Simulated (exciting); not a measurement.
# Ca (I4/mmm) in exciting: equation of state

How stiff is Ca in PBE, and what volume does it want? The cell is scaled to several volumes.

All numbers are computed with exciting (release sodium); they aren't measurements. Logs are shortened: lines on timing, memory, paths and dates and some standing lists are left out, and cuts for length are marked.

**1. The structure**

Symmetry: I4/mmm, No. 139, tetragonal system. The conventional cell has a = 4.410 Å, b = 4.410 Å, c = 4.392 Å, α = 90.00°, β = 90.00°, γ = 90.00°. Ca (site symmetry 4/mmm) is surrounded by 8 Ca at 3.81 Å.

This isn't the form of Ca at room conditions, which is fcc.

**2. Equation of state, PBE, 40.16 Å³/atom (volume scaled by 0.94)**

The input, input.xml:

```xml
<input>
  <title>Ca</title>
  <structure speciespath="./" tshift="false">
    <crystal scale="1">
      <basevect>-4.082163868534 4.082163868534 4.065336746700</basevect>
      <basevect>4.082163868534 -4.082163868534 4.065336746700</basevect>
      <basevect>4.082163868534 4.082163868534 -4.065336746700</basevect>
    </crystal>
    <species speciesfile="Ca.xml" rmt="2.2">
      <atom coord="0.500000000000 0.500000000000 0.000000000000"/>
    </species>
  </structure>
  <groundstate do="fromscratch" ngridk="9 9 9" rgkmax="8.5" gmaxvr="14" lmaxapw="10" lmaxmat="10" lmaxvr="8" xctype="GGA_PBE" stype="Fermi Dirac" swidth="0.00183747" nempty="8" ValenceRelativity="iora*" epsengy="1e-05" epspot="1e-05" maxscl="60" outputlevel="normal"/>
</input>
```

Potentials or basis: all-electron LAPW+lo, shipped species files, valence relativity iora*.

On the command line:

```bash
$ OMP_NUM_THREADS=1 exciting_smp
```

INFO.OUT:

```text
================================================================================
EXCITING SODIUM started
[... 10 lines left out ...]

 Lattice vectors (cartesian) :
     -4.0821638685      4.0821638685      4.0653367467
      4.0821638685     -4.0821638685      4.0653367467
      4.0821638685      4.0821638685     -4.0653367467

 Reciprocal lattice vectors (cartesian) :
     -0.0000000000      0.7695900397      0.7727755041
      0.7695900397     -0.0000000000      0.7727755041
      0.7695900397      0.7695900397     -0.0000000000

 Unit cell volume                           :     270.9800919453
 Brillouin zone volume                      :       0.9153816860

 Species :    1 (Ca)
     parameters loaded from                 :    Ca.xml
     name                                   :    calcium
     nuclear charge                         :     -20.00000000
     electronic charge                      :      20.00000000
     atomic mass                            :   73057.72470000
     muffin-tin radius                      :       2.20000000
     # of radial points in muffin-tin       :     350

     atomic positions (lattice) :
       1 :   0.50000000  0.50000000  0.00000000

 Total number of atoms per unit cell        :       1

 Spin treatment                             :    spin-unpolarised

 Number of Bravais lattice symmetries       :      16
 Number of crystal symmetries               :      16

 k-point grid                               :       9    9    9
 Total number of k-points                   :      75
 k-point set is reduced with crystal symmetries

 R^MT_min * |G+k|_max (rgkmax)              :       8.50000000
 Species with R^MT_min                      :       1 (Ca)
 Maximum |G+k| for APW functions            :       3.86363636
 Maximum |G| for potential and density      :      14.00000000

 G-vector grid sizes                        :      32    32    32
 Total number of G-vectors                  :   12591

 Maximum angular momentum used for
     APW functions                          :      10
     computing H and O matrix elements      :      10
     potential and density                  :       8
     inner part of muffin-tin               :       2

 Total nuclear charge                       :     -20.00000000
 Total electronic charge                    :      20.00000000
 Total core charge                          :      10.00000000
 Total valence charge                       :      10.00000000

 Number of empty states                     :       8
 Total number of valence states             :      14

 Maximum Hamiltonian size                   :     278
 Maximum number of plane-waves              :     270
 Total number of local-orbitals             :       8

 Exchange-correlation type                  :      20
[... 23 lines left out ...]
+ SCF iteration number :    1                                                  +
++++++++++++++++++++++++++++++++++++++++++++++++++++++++++++++++++++++++++++++++
 Total energy                               :      -681.16451680
 _______________________________________________________________
 Fermi energy                               :         0.12895436
 Kinetic energy                             :       685.27665291
 Coulomb energy                             :     -1330.28155886
 Exchange energy                            :       -35.34242309
 Correlation energy                         :        -0.81718775

 DOS at Fermi energy (states/Ha/cell)       :        55.80190310

 Electron charges :
     core                                   :        10.00000000
     core leakage                           :         0.00000014
     valence                                :        10.00000000
     interstitial                           :         2.10733893
     charge in muffin-tin spheres :
                  atom     1    Ca          :        17.89266107
     total charge in muffin-tins            :        17.89266107
     total charge                           :        20.00000000

++++++++++++++++++++++++++++++++++++++++++++++++++++++++++++++++++++++++++++++++
+ SCF iteration number :    2                                                  +
++++++++++++++++++++++++++++++++++++++++++++++++++++++++++++++++++++++++++++++++
 Total energy                               :      -680.84342907
 _______________________________________________________________
 Fermi energy                               :         0.13080402
 Kinetic energy                             :       685.43577160
 Coulomb energy                             :     -1330.13033786
 Exchange energy                            :       -35.33175256
 Correlation energy                         :        -0.81711026

 DOS at Fermi energy (states/Ha/cell)       :        56.20544687

 Electron charges :
     core                                   :        10.00000000
     core leakage                           :         0.00000014
     valence                                :        10.00000000
     interstitial                           :         2.11498184
     charge in muffin-tin spheres :
                  atom     1    Ca          :        17.88501816
     total charge in muffin-tins            :        17.88501816
     total charge                           :        20.00000000

 RMS change in effective potential (target) :  0.490256E-01  ( 0.100000E-04)
 Absolute change in total energy   (target) :  0.321088      ( 0.100000E-04)
 Charge distance                   (target) :  0.958647E-03  ( 0.100000E-04)

++++++++++++++++++++++++++++++++++++++++++++++++++++++++++++++++++++++++++++++++
+ SCF iteration number :    3                                                  +
++++++++++++++++++++++++++++++++++++++++++++++++++++++++++++++++++++++++++++++++
 Total energy                               :      -680.64268436
 _______________________________________________________________
 Fermi energy                               :         0.13219584
 Kinetic energy                             :       685.53567453
 Coulomb energy                             :     -1330.03602607
 Exchange energy                            :       -35.32526676
 Correlation energy                         :        -0.81706607

 DOS at Fermi energy (states/Ha/cell)       :        56.34748408

 Electron charges :
     core                                   :        10.00000000
     core leakage                           :         0.00000014
     valence                                :        10.00000000
     interstitial                           :         2.11956713
     charge in muffin-tin spheres :
                  atom     1    Ca          :        17.88043287
     total charge in muffin-tins            :        17.88043287
     total charge                           :        20.00000000
[... 167 lines left out ...]
++++++++++++++++++++++++++++++++++++++++++++++++++++++++++++++++++++++++++++++++
+ SCF iteration number :   10                                                  +
++++++++++++++++++++++++++++++++++++++++++++++++++++++++++++++++++++++++++++++++
 Total energy                               :      -680.39780135
 _______________________________________________________________
 Fermi energy                               :         0.13548749
 Kinetic energy                             :       685.65491914
 Coulomb energy                             :     -1329.91741897
 Exchange energy                            :       -35.31824934
 Correlation energy                         :        -0.81705218

 DOS at Fermi energy (states/Ha/cell)       :        56.66434754

 Electron charges :
     core                                   :        10.00000000
     core leakage                           :         0.00000014
     valence                                :        10.00000000
     interstitial                           :         2.12414653
     charge in muffin-tin spheres :
                  atom     1    Ca          :        17.87585347
     total charge in muffin-tins            :        17.87585347
     total charge                           :        20.00000000

 RMS change in effective potential (target) :  0.373868E-08  ( 0.100000E-04)
 Absolute change in total energy   (target) :  0.646832E-06  ( 0.100000E-04)
 Charge distance                   (target) :  0.224244E-08  ( 0.100000E-04)

++++++++++++++++++++++++++++++++++++++++++++++++++++++++++++++++++++++++++++++++
+ SCF iteration number :   11                                                  +
++++++++++++++++++++++++++++++++++++++++++++++++++++++++++++++++++++++++++++++++
 Total energy                               :      -680.39780128
 _______________________________________________________________
 Fermi energy                               :         0.13548749
 Kinetic energy                             :       685.65491922
 Coulomb energy                             :     -1329.91741898
 Exchange energy                            :       -35.31824934
 Correlation energy                         :        -0.81705218

 DOS at Fermi energy (states/Ha/cell)       :        56.66434817

 Electron charges :
     core                                   :        10.00000000
     core leakage                           :         0.00000014
     valence                                :        10.00000000
     interstitial                           :         2.12414653
     charge in muffin-tin spheres :
                  atom     1    Ca          :        17.87585347
     total charge in muffin-tins            :        17.87585347
     total charge                           :        20.00000000

 RMS change in effective potential (target) :  0.155917E-08  ( 0.100000E-04)
 Absolute change in total energy   (target) :  0.648470E-07  ( 0.100000E-04)
 Charge distance                   (target) :  0.531869E-09  ( 0.100000E-04)

++++++++++++++++++++++++++++++++++++++++++++++++++++++++++++++++++++++++++++++++
| Convergency criteria checked for the last 2 iterations                       +
| Convergence targets achieved. Performing final SCF iteration                 +
++++++++++++++++++++++++++++++++++++++++++++++++++++++++++++++++++++++++++++++++
 Total energy                               :      -680.39780104
 _______________________________________________________________
 Fermi energy                               :         0.13548749
 Kinetic energy                             :       685.65491921
 Coulomb energy                             :     -1329.91741874
 Exchange energy                            :       -35.31824932
 Correlation energy                         :        -0.81705218

 DOS at Fermi energy (states/Ha/cell)       :        56.66434768

 Electron charges :
     core                                   :        10.00000000
     core leakage                           :         0.00000014
     valence                                :        10.00000000
     interstitial                           :         2.12414653
     charge in muffin-tin spheres :
                  atom     1    Ca          :        17.87585347
     total charge in muffin-tins            :        17.87585347
     total charge                           :        20.00000000

++++++++++++++++++++++++++++++++++++++++++++++++++++++++++++++++++++++++++++++++
[... 12 lines left out ...]
| EXCITING SODIUM stopped                                                      =
================================================================================
```

It took 55 s on 1 thread of Arm Neoverse V1, shared host; peak memory 0.1 GiB.

Results:

```
Free energy                                       : -18514.5832 eV
Band gap on the k mesh                            : none (metal or under the smearing width)
All electrons inside the program's atomic spheres : Ca 17.88 (radii Ca 2.2 bohr)
```

Caveat: the log's total energy holds no entropy term; the free energy is that total less TS from the occupations.

**3. Equation of state, PBE, 41.01 Å³/atom (volume scaled by 0.96)**

Changes to input.xml since step 2:

```diff
@@ -4,5 +4,5 @@
     <crystal scale="1">
-      <basevect>-4.082163868534 4.082163868534 4.065336746700</basevect>
-      <basevect>4.082163868534 -4.082163868534 4.065336746700</basevect>
-      <basevect>4.082163868534 4.082163868534 -4.065336746700</basevect>
+      <basevect>-4.110912448758 4.110912448758 4.093966822009</basevect>
+      <basevect>4.110912448758 -4.110912448758 4.093966822009</basevect>
+      <basevect>4.110912448758 4.110912448758 -4.093966822009</basevect>
     </crystal>
```

Potentials or basis: all-electron LAPW+lo, shipped species files, valence relativity iora*.

On the command line:

```bash
$ OMP_NUM_THREADS=1 exciting_smp
```

Run time: 52 s. Hardware: 1 thread of Arm Neoverse V1, shared host; peak memory 0.1 GiB.

It converged, with:

* Free energy: -18514.5870 eV
* Band gap on the k mesh: none (metal or under the smearing width)
* All electrons inside the program's atomic spheres: Ca 17.87 (radii Ca 2.2 bohr)

Caveat: the log's total energy holds no entropy term; the free energy is that total less TS from the occupations.

**4. Equation of state, PBE, 41.86 Å³/atom (volume scaled by 0.98)**

Changes to input.xml since step 3:

```diff
@@ -4,5 +4,5 @@
     <crystal scale="1">
-      <basevect>-4.110912448758 4.110912448758 4.093966822009</basevect>
-      <basevect>4.110912448758 -4.110912448758 4.093966822009</basevect>
-      <basevect>4.110912448758 4.110912448758 -4.093966822009</basevect>
+      <basevect>-4.139264464851 4.139264464851 4.122201968179</basevect>
+      <basevect>4.139264464851 -4.139264464851 4.122201968179</basevect>
+      <basevect>4.139264464851 4.139264464851 -4.122201968179</basevect>
     </crystal>
```

On the command line:

```bash
$ OMP_NUM_THREADS=1 exciting_smp
```

Run time: 50 s. Hardware: 1 thread of Arm Neoverse V1, shared host; peak memory 0.1 GiB.

It converged, with:

| Property | Result |
| --- | --- |
| Free energy | -18514.5887 eV |
| Band gap on the k mesh | none (metal or under the smearing width) |
| All electrons inside the program's atomic spheres | Ca 17.87 (radii Ca 2.2 bohr) |

Caveat: the log's total energy holds no entropy term; the free energy is that total less TS from the occupations.

**5. Equation of state, PBE, 42.72 Å³/atom**

Changes to input.xml since step 4:

```diff
@@ -4,5 +4,5 @@
     <crystal scale="1">
-      <basevect>-4.139264464851 4.139264464851 4.122201968179</basevect>
-      <basevect>4.139264464851 -4.139264464851 4.122201968179</basevect>
-      <basevect>4.139264464851 4.139264464851 -4.122201968179</basevect>
+      <basevect>-4.167233316486 4.167233316486 4.150055529135</basevect>
+      <basevect>4.167233316486 -4.167233316486 4.150055529135</basevect>
+      <basevect>4.167233316486 4.167233316486 -4.150055529135</basevect>
     </crystal>
```

On the command line:

```bash
$ OMP_NUM_THREADS=1 exciting_smp
```

Run time: 64 s. Hardware: 1 thread of Arm Neoverse V1, shared host; peak memory 0.11 GiB.

The run converged. Its results:

| Quantity | Value |
| --- | --- |
| Free energy | -18514.5887 eV |
| Band gap on the k mesh | none (metal or under the smearing width) |
| All electrons inside the program's atomic spheres | Ca 17.86 (radii Ca 2.2 bohr) |

Caveat: the log's total energy holds no entropy term; the free energy is that total less TS from the occupations.

**6. Equation of state, PBE, 43.57 Å³/atom (volume scaled by 1.02)**

Changes to input.xml since step 5:

```diff
@@ -4,5 +4,5 @@
     <crystal scale="1">
-      <basevect>-4.167233316486 4.167233316486 4.150055529135</basevect>
-      <basevect>4.167233316486 -4.167233316486 4.150055529135</basevect>
-      <basevect>4.167233316486 4.167233316486 -4.150055529135</basevect>
+      <basevect>-4.194831692416 4.194831692416 4.177540141473</basevect>
+      <basevect>4.194831692416 -4.194831692416 4.177540141473</basevect>
+      <basevect>4.194831692416 4.194831692416 -4.177540141473</basevect>
     </crystal>
```

Potentials or basis: all-electron LAPW+lo, shipped species files, valence relativity iora*.

On the command line:

```bash
$ OMP_NUM_THREADS=1 exciting_smp
```

Run time: 60 s. Hardware: 1 thread of Arm Neoverse V1, shared host; peak memory 0.11 GiB.

It converged, with:

| Quantity | Value |
| --- | --- |
| Free energy | -18514.5869 eV |
| Band gap on the k mesh | none (metal or under the smearing width) |
| All electrons inside the program's atomic spheres | Ca 17.86 (radii Ca 2.2 bohr) |

Caveat: the log's total energy holds no entropy term; the free energy is that total less TS from the occupations.

(Part 1 of 2 ends here.)
